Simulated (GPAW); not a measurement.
Bi2Se3 (Paraguanajuatite):

```xyz
5
Lattice="2.0715 1.1960 9.5453 -2.0715 1.1960 9.5453 0.0000 -2.3920 9.5453" Properties=species:S:1:pos:R:3 pbc="T T T"
Bi    0.0000    0.0000   17.1587
Bi    0.0000    0.0000   11.4773
Se    0.0000    0.0000   22.5738
Se    0.0000    0.0000    6.0622
Se    0.0000    0.0000    0.0000
```

Base run:

| Item | Value |
| --- | --- |
| Program | GPAW 26.7.0 |
| Functional | LDA |
| Potentials or basis | the program's PAW data sets (release 1.2.1) made for this functional |
| Cutoff | 450 eV |
| Basis | pw |
| k mesh | 6 × 6 × 6 |
| Occupations | fermi-dirac, width 0.05 eV |
| Spin | no spin polarisation |

Its results: band gap on the k mesh 0.08 eV, direct.

Q: After a change of settings the same cell gave: band gap on the k mesh 0.70 eV, direct. Which change was it?
A. cutoff from 450 eV to 600 eV; k mesh from 6 × 6 × 6 to 5 × 5 × 5
B. functional from LDA to TB-mBJ; potentials or basis from the program's PAW data sets (release 1.2.1) made for this functional to GPAW PAW data sets for LDA (gpaw-data 1.2.1); cutoff from 450 eV to 600 eV
C. cutoff from 450 eV to 500 eV; k mesh from 6 × 6 × 6 to 4 × 4 × 4; occupations from fermi-dirac, width 0.05 eV to fermi-dirac, width 0.001 eV

A: B.

Caveats: spin-orbit coupling is left out, which as a rule narrows the gap of such compounds by several tenths of an eV; a model potential gives levels but no total energy (some runs).

Not every run made on this cell is shown here.
